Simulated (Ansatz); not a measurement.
**HfB2: equation of state with LDA**

Crystal: HfB2.

```xyz
3
Lattice="3.1400 0.0000 0.0000 -1.5700 2.7193 0.0000 0.0000 0.0000 3.4800" Properties=species:S:1:pos:R:3 pbc="T T T"
Hf    0.0000    0.0000    0.0000
B     1.5700    0.9064    1.7400
B     0.0000    1.8129    1.7400
```

* Program: Ansatz 0.2.0
* Task: equation of state
* Functional: LDA
* Potentials or basis: all-electron LAPW, scalar-relativistic
* Basis error allowed: 0.002 eV/atom
* k mesh: 10 × 10 × 8
* Occupations: fermi-dirac, width 0.05 eV
* Spin: no spin polarisation

| Quantity | Value |
| --- | --- |
| Equilibrium volume | 9.52 Å³/atom |
| Bulk modulus at fixed shape and positions | 275 GPa |
| Pressure derivative of the bulk modulus | 3.9 |

Energy against volume, from the lowest point:
```csv
volume (Å³/atom),energy (meV/atom)
9.311,4.07
9.509,0.00
9.707,3.05
9.905,12.53
10.103,27.83
10.301,48.38
10.499,73.69
```

All runs of the series together: 51 s on 2 threads of Arm Neoverse V2, on a shared host.

Caveat: the cell was scaled at fixed shape and fractional positions, which overstates the stiffness of a crystal with free parameters, most of all of layers and chains. Spin-orbit coupling is left out, which matters for the levels of Hf.
